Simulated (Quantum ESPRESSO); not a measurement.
## Lu in Quantum ESPRESSO: convergence with density cutoff

Lu:

```xyz
2
Lattice="3.5031 0.0000 0.0000 -1.7515 3.0338 0.0000 0.0000 0.0000 5.5509" Properties=species:S:1:pos:R:3 pbc="T T T"
Lu    1.7516    1.0113    4.1632
Lu    0.0000    2.0225    1.3877
```

```yaml
Program: Quantum ESPRESSO 7.5
Task: single point
Functional: PBEsol
Potentials_or_basis: SSSP 1.3 efficiency PBE
Cutoff: 748 eV
Density_cutoff: 2993 eV
k_mesh: 9 × 9 × 5
Occupations: fermi-dirac, width 0.1 eV
Spin: no spin polarisation
```

These are the settings of the first run; the series varies density cutoff, with any setting tied to it.

Hardware: 1 thread of Arm Neoverse V1, with other jobs on the host.

```tsv
density cutoff	energy less the tightest run, at zero smearing (meV/atom)	SCF cycles	CPU time (s)	peak memory (GiB)
220 Ry	-0.35	9	81	0.29
275 Ry	-0.17	9	83	0.37
330 Ry	-0.10	9	87	0.46
385 Ry	-0.06	9	91	0.56
440 Ry	-0.04	9	93	0.66
550 Ry	-0.03	9	100	0.87
660 Ry	-0.01	9	110	1.1
880 Ry	0.00	9	130	1.7
```

Against the tightest run, the energy stays within 1 meV/atom from 220 Ry on. The tightest run that finished is the yardstick and may itself not be fully converged.

 The run has no spin-orbit coupling, so splittings on Lu are missing.
